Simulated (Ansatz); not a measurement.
# In: pressure against volume per atom

Results calculated with Ansatz 0.2.0, not measured. Periodic Kohn-Sham DFT of a crystal at fixed atoms; pressure and stress are positive in compression; the energy is the free energy less that of spherical unpolarised free atoms; site moments are those in the method's own spheres, positive along +z.

Cell of the first row (space group I4/mmm, No. 139):
```
cell vectors (Å)
  -1.5930     1.5930     2.4234
   1.5930    -1.5930     2.4234
   1.5930     1.5930    -2.4234
atoms (fractions of the cell vectors)
In  0.00000  0.00000  0.00000
```

Settings of every row: method all-electron PAW; functional LDA; relativity scalar; k mesh 14x14x14; filling fermi-dirac; smearing width 0.05 eV; nucleus gaussian.

Atom start moment: 0 on all atoms.

| row | volume per atom (Å³) | pressure (GPa) |
| --- | --- | --- |
| 1 | 24.598 | ? |
| 2 | 25.121 | -1.018 |
| 3 | 25.645 | -1.9 |
| 4 | 25.906 | -2.299 |
| 5 | 26.168 | -2.672 |
| 6 | 26.43 | -3.022 |
| 7 | 26.691 | -3.349 |
| 8 | 27.215 | -3.94 |
| 9 | 27.738 | -4.456 |

Question: what pressure should row 1 give?

Worked fit of pressure. Take u = (V_r/V)^(2/3) − 1 with V_r = 26.299 Å³ an atom, which is twice the finite (Eulerian) strain; such expansions in the strain, on which the Birch-Murnaghan equation of state is built, carry the rest volume and the bulk modulus. The shown rows have u = 0.03102, 0.01693, 0.01009, 0.00333, -0.00331, -0.00982, -0.02257, -0.03489. Least squares give pressure = −2.8501 + 52.665 × u + 198.78 × u² + 242 × u³ GPa; a parabola predicts inner rows, each left out in turn, worse (root mean square 0.0023 against 0.00078 GPa). The rows lie off it by 0.000, 0.000, -0.001, 0.001, 0.000, -0.001, 0.000, 0.000. The withheld row has u = 0.04559, so the fit gives −2.8501 + 52.665 × (0.04559) + 198.78 × (0.04559)² + 242 × (0.04559)³ = -0.013 GPa.

The calculation gave -0.013 GPa. The fit meets it to the printed digit. This row lies beyond the range of the fit.
